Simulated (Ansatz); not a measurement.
Clamped-ion strain scan in LiF

Computed with Ansatz, DFT LDA, scalar-relativistic, plane waves, PAW. The runs took a 420 eV cutoff, a Γ-centred 10×10×10 mesh and Gaussian smearing (0.05 eV). No spin polarisation. Energies are free energies at this smearing, counted from the undisturbed cell; pressure is positive in compression.

Zero of the scan (as given, not relaxed at this level; it stands at -6.5 GPa):

```
Li F
1.0
     0.00000    2.01400    2.01400
     2.01400    0.00000    2.01400
     2.01400    2.01400    0.00000
Li F
1 1
Cartesian
  0.0000 0.0000 0.0000
  2.0140 2.0140 2.0140
```

The cell is strained by ε times the Voigt pattern (0, 1, 0, 0, 0, 0) (xx, yy, zz, yz, xz, xy; engineering shear) with fractional coordinates fixed.

| ε | ΔE (meV/atom) | stress summed along the pattern (GPa, tension positive) | pressure (GPa) | gap on the mesh (eV) |
| --- | --- | --- | --- | --- |
| -0.0200 | -5.5 | 4.21 | -5.2 | 9.01 |
| -0.0150 | -4.3 | 4.84 | -5.5 | 8.97 |
| -0.0100 | -3.0 | 5.41 | -5.8 | 8.93 |
| -0.0050 | -1.6 | 5.96 | -6.2 | 8.88 |
| 0.0000 | 0.0 | 6.46 | -6.5 | 8.84 |
| 0.0050 | 1.7 | 6.93 | -6.7 | 8.79 |
| 0.0100 | 3.5 | 7.36 | -7.0 | 8.74 |
| 0.0150 | 5.5 | 7.77 | -7.3 | 8.69 |
| 0.0175 | 6.5 | 7.96 | -7.4 | 8.66 |
| 0.0200 | 7.5 | 8.14 | -7.5 | 8.64 |